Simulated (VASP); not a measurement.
# Results of a VASP single-point calculation on LiH (zincblende)

POSCAR

```
Li H
 1.0000000000000000
    -0.0000000000000000    2.1451220115935112    2.1451220115935112
     2.1451220115935112   -0.0000000000000000    2.1451220115935112
     2.1451220115935112    2.1451220115935112   -0.0000000000000000
 Li  H
   1   1
Cartesian
 -0.0000000000000000 -0.0000000000000000 -0.0000000000000000
  1.0725610057967556  1.0725610057967556  1.0725610057967556
```

| Item | Value |
| --- | --- |
| gap between bands v and c | 4.20 eV |
| least direct gap | 5.26 eV |

Band v is the last that the valence electrons fill when counted band by band, and c is the next. Levels in eV from the top of v:

| point | v−1 | v | c | c+1 |
| --- | --- | --- | --- | --- |
| Γ | -43.36 | -3.70 | 13.06 | 17.26 |
| X | -43.33 | -0.35 | 7.18 | 9.95 |
| W | -43.33 | 0.00 | 6.35 | 6.86 |
| K | -43.33 | -0.16 | 5.60 | 8.46 |
| L | -43.34 | -1.07 | 4.20 | 15.05 |

Problem. Which of these levels of theory gave these results?
A. PBE
B. PBE0
C. LDA
D. PBEsol
E. r²SCAN
F. PBE with spin–orbit coupling
G. HSE06

Solution. A.

The INCAR was:

```
ENCUT = 520
NSW = 0
NBANDS = 9
LWAVE = .FALSE.
LCHARG = .FALSE.
IBRION = -1
SIGMA = 0.02
GGA = PE
ISIF = 2
LREAL = .FALSE.
LASPH = .TRUE.
NELM = 120
ISMEAR = -1
PREC = Accurate
EDIFF = 1E-7
```
